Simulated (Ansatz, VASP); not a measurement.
# CaO in two plane-wave programs, part 2 of 2

Aim: how closely do two programs agree when they are given the same cell, functional and k mesh? The cell is a member of a volume series, scaled by 0.985 from a relaxed one, so a pressure remains.

VASP 6.6.1 and Ansatz 0.2.0.

So far. Step 5 (Ansatz: single point, LDA, volume scaled by 1.015): The run ends at a pressure of -2.69 GPa.

## Step 9: VASP: single point, LDA, volume scaled by 1.03

Level of this step: LDA; plane waves and PAW (Ca_sv, O) (VASP).

With cell and atoms fixed, the geometry can't cause a difference; cores, projectors, grids and the points listed under the comparison can. The cell compared in this pair holds 27.06 Å³, against 26.66 Å³ for the pair before.

The input asks for a relaxation, which ended at its first step since no free force or stress exceeded the threshold; so it serves as a single point.

Input file INCAR:

```
SYSTEM = CaO
PREC = Accurate
ENCUT = 560
EDIFF = 1E-07
NELM = 100
ISMEAR = 0
SIGMA = 0.03
LREAL = .FALSE.
ALGO = Normal
GGA = CA
NBANDS = 14
LORBIT = 11
LWAVE = .FALSE.
LCHARG = .FALSE.
KPAR = 4
IBRION = 2
NSW = 50
ISIF = 4
EDIFFG = -0.002
```

Input file POSCAR:

```
CaO
1.0
    0.0000000000      2.3827545155      2.3827545155
    2.3827545155      0.0000000000      2.3827545155
    2.3827545155      2.3827545155      0.0000000000
Ca O
1 1
Direct
    0.0000000000      0.0000000000      0.0000000000
    0.5000000000      0.5000000000      0.5000000000
```

Input file KPOINTS:

```
Automatic mesh
0
Gamma
8 8 8
0 0 0
```

PAW data sets: Ca_sv and O (LDA family, release 64).

Run with:

```console
$ mpirun -np 4 vasp_std
```

Numbers of over 12 decimals in the logs are rounded to 6 here.

Output:

```text
[... set-up lines as in an earlier step ...]
 entering main loop
       N       E                     dE             d eps       ncg     rms          rms(c)
DAV:   1     0.130502855796E+03    0.13050E+03   -0.88555E+03   812   0.124E+03
DAV:   2    -0.988655533523E+01   -0.14039E+03   -0.13082E+03  1070   0.312E+02
DAV:   3    -0.157442594731E+02   -0.58577E+01   -0.58191E+01   854   0.662E+01
DAV:   4    -0.159185896997E+02   -0.17433E+00   -0.17415E+00  1250   0.100E+01
[...]
DAV:  12    -0.142142456853E+02    0.61313E-07   -0.40134E-06   900   0.205E-02    0.352E-03
DAV:  13    -0.142142455724E+02    0.11291E-06   -0.12498E-07   912   0.353E-03    0.376E-04
DAV:  14    -0.142142455706E+02    0.17337E-08   -0.16561E-08   424   0.131E-03
   1 F= -.14214246E+02 E0= -.14214246E+02  d E =-.142142E+02
[...]
reached required accuracy - stopping structural energy minimisation
```

From OUTCAR (step 9):

```text
  Total       -0.6000294     -0.6000294     -0.6000294     -0.0000000      0.0000000     -0.0000000
  in kB      -35.5316371    -35.5316371    -35.5316371     -0.0000000      0.0000000     -0.0000000
  external PRESSURE =     -35.5316371 kB  Pullay stress =       0.0000000 kB

 POSITION                                       TOTAL-FORCE (eV/Angst)
 -----------------------------------------------------------------------------------
      0.00000      0.00000      0.00000         0.000000      0.000000      0.000000
      2.38275      2.38275      2.38275        -0.000000     -0.000000     -0.000000
 -----------------------------------------------------------------------------------
    total drift:                                0.000000      0.000000      0.000000

  FREE ENERGIE OF THE ION-ELECTRON SYSTEM (eV)
  ---------------------------------------------------
  free  energy   TOTEN  =       -14.2142455706 eV

  energy  without entropy=      -14.2142455706  energy(sigma->0) =      -14.21424557

[... 2 parts as in an earlier step ...]

[... 2 further parts left out ...]
[key lines of the parts left out:]
E-fermi :   2.4333
```

## Step 10: Ansatz: single point, LDA, volume scaled by 1.03

The same cell, functional (in two slightly different forms), mesh and smearing now go to Ansatz, which takes its cutoff from its data sets.

The cell is a member of a volume series, scaled by 1.03 from a relaxed one, so a pressure remains.

Input file input.yaml:

```yaml
crystal:
  lattice:
    - [0.0, 2.38275452, 2.38275452]
    - [2.38275452, 0.0, 2.38275452]
    - [2.38275452, 2.38275452, 0.0]
  atoms:
    - { symbol: Ca, position: [0.0, 0.0, 0.0] }
    - { symbol: O, position: [0.5, 0.5, 0.5] }
hamiltonian:
  xc: lda
  pseudopotentials: { kind: paw }
kpoints:
  mp_grid: { grid: [8, 8, 8] }
scf:
  occupations: { method: gaussian, width: 0.03 }
  n_extra_bands: 4
output:
  forces: true
  stress: true
  eigenvalues: true
```

Run with:

```console
$ ansatz run input.yaml --threads 2 --pin off --max-ram 4608MiB --backend cpu --events-out ev --progress --plain --runs-dir out
```

Output:

```text
[...]
Crystal: 2 atoms, lattice volume = 27.056 Å³
Basis set: ecut = 420 eV, 531 PW (Γ)
Bands: 12, of which v1, the nominal top of the filled ones, is band 8 counted from 1 (7 counted from 0)
Symmetry: 48 space group operations
[...]
k-points: 29 of 512
[...]
--- Band table (eV; the first three rows and the last of 29) ---
  k-point 0: bands = [... 4 lower, -7.6855, 7.5720, 7.5720, 7.5720, 12.3482, 13.7597, 13.7597, 13.7597]
  k-point 1: bands = [... 4 lower, -7.4275, 7.0148, 7.3481, 7.3481, 13.0395, 13.7172, 14.0374, 14.0374]
  k-point 2: bands = [... 4 lower, -6.9190, 5.9711, 6.8717, 6.8717, 13.7873, 14.5108, 14.7687, 14.7687]
  k-point 28: bands = [... 4 lower, -6.9848, 6.2251, 6.4991, 6.4991, 13.8537, 13.8537, 16.1303, 17.2920]
[key lines of the parts left out:]
SCF converged after 6 iterations
Free energy (F): -2331.625887 eV
Fermi energy:    9.308926 eV
P = ⅓ Tr σ = -4.3474 GPa (-43.474 kbar)
```

It took 0.98 s on 2 threads of Arm Neoverse V1, shared host; peak memory 0.25 GiB; 0.88 s of CPU time.

The run ends at a pressure of -4.35 GPa.

## Step 11: Side by side

Both answers:

```
                                        quantity  Ansatz   VASP  difference
                                  pressure (GPa)   -4.35  -3.55       -0.79
pressure without Ansatz's Pulay correction (GPa)   -4.97  -3.55       -1.42
                          gap on the k mesh (eV)   3.474  3.445      +0.029
```

A gap on the mesh is an upper bound, since the band edges may lie between its points. Ansatz's pressure holds a Pulay correction of 0.62 GPa; VASP's holds none.

## Step 12: Summary of results

```json
{"difference in gap on the k mesh (single point, LDA, volume scaled by 0.985)": "0.032 eV", "difference in pressure (single point, LDA, volume scaled by 0.985)": "-0.94 GPa", "difference in gap on the k mesh (single point, LDA, volume scaled by 1.015)": "0.030 eV", "difference in pressure (single point, LDA, volume scaled by 1.015)": "-0.82 GPa", "difference in gap on the k mesh (single point, LDA, volume scaled by 1.03)": "0.029 eV", "difference in pressure (single point, LDA, volume scaled by 1.03)": "-0.79 GPa"}
```

The difference in pressure is -0.94 GPa (single point, LDA, volume scaled by 0.985), within the 1 GPa picked in this series as the mark of a large difference. For single point, LDA, volume scaled by 1.015, no further run moves any of the tabulated differences by more than a quarter of its size. 2 further runs of this series are not shown here. Such differences can come from data sets, numerical settings and the points named under the comparisons, not from the functional's error against experiment.

[Lines on the potential files, build, host, timing and source positions are cut from VASP's logs without a mark.]

[Logs are printed without paths, hosts, clocks, repeated set-up lines and the standing remarks that a program may print on its own settings, such as how far it seeks lower states.]

[Hosts, paths, dates, database ids (printed as entryN), source tags and the programs' standing remarks are cut or masked in the printed files.]
